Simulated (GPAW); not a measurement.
Runs of GPAW 26.7.0 on CsPbCl3. The structure is cubic, space group Pm-3m (No. 221). Conventional cell: a = 5.605 Å, b = 5.605 Å, c = 5.605 Å, α = 90.00°, β = 90.00°, γ = 90.00°. Pb (site symmetry m-3m) has 6 Cl at 2.80 Å as nearest neighbours. Cs (site symmetry m-3m) is surrounded by 12 Cl at 3.96 Å. Cl (site symmetry 4/mmm) has 2 Pb at 2.80 Å as nearest neighbours. 

```csv
task,level,potentials or basis,cell,k mesh,cutoff (eV),smearing,response ecut,maxiter,response k mesh,response bands,kernels,gap on the mesh (eV),pressure (GPa)
dielectric tensor,LDA,"the program's PAW data sets (release 1.2.1) made for this functional, pw",as given,4 × 4 × 4,450,fermi-dirac 0.001 eV,80 eV,150,11 × 11 × 11,62,"["RPA", "Bootstrap", "LR0.3"]",1.68,-
single point,LDA,"the program's PAW data sets (release 1.2.1) made for this functional, pw",as given,4 × 4 × 4,450,fermi-dirac 0.05 eV,-,120,-,-,-,1.68,-1.5
single point,TB-mBJ,"GPAW PAW data sets for LDA (gpaw-data 1.2.1), pw",as given,6 × 6 × 6,600,fermi-dirac 0.05 eV,-,150,-,-,-,2.85,-
single point,PBEsol,"PAW data sets generated in the run's folder for this functional, pw","atoms moved at random, drawn with an rms of 0.05 Å",5 × 5 × 5,600,fermi-dirac 0.05 eV,-,150,-,-,-,2.78,0.0
relaxation of cell and atoms,PBEsol,"PAW data sets generated in the run's folder for this functional, pw",relaxed to 20 GPa,5 × 5 × 5,600,fermi-dirac 0.05 eV,-,150,-,-,-,(b),19.9
relaxation of cell and atoms,PBEsol,"PAW data sets generated in the run's folder for this functional, pw",relaxed,5 × 5 × 5,600,fermi-dirac 0.05 eV,-,150,-,-,-,(a),0.0
relaxation of cell and atoms,PBEsol,"PAW data sets generated in the run's folder for this functional, pw",relaxed to 10 GPa,5 × 5 × 5,600,fermi-dirac 0.05 eV,-,150,-,-,-,2.15,9.9
```

Alike in all rows: no spin polarisation.

Question: Fill in the values left out.

Answer: (a) 2.81; (b) 1.77.

Caveats: spin-orbit coupling is left out, which as a rule narrows the gap of such compounds by several tenths of an eV; an odd mesh through Γ misses points on the zone boundary, where band edges often lie (some runs); later steps reuse the first step's grids (some runs); the long-wavelength limit can be off by a per cent or two (some runs); the cutoff is short for stress and forces, so pressures can be off by a GPa or more (some runs); a model potential gives levels but no total energy (some runs).

A k mesh can miss the band edges, and the runs leave out spin-orbit coupling on Cs, Pb.

Runs at the PBE level aren't shown here.
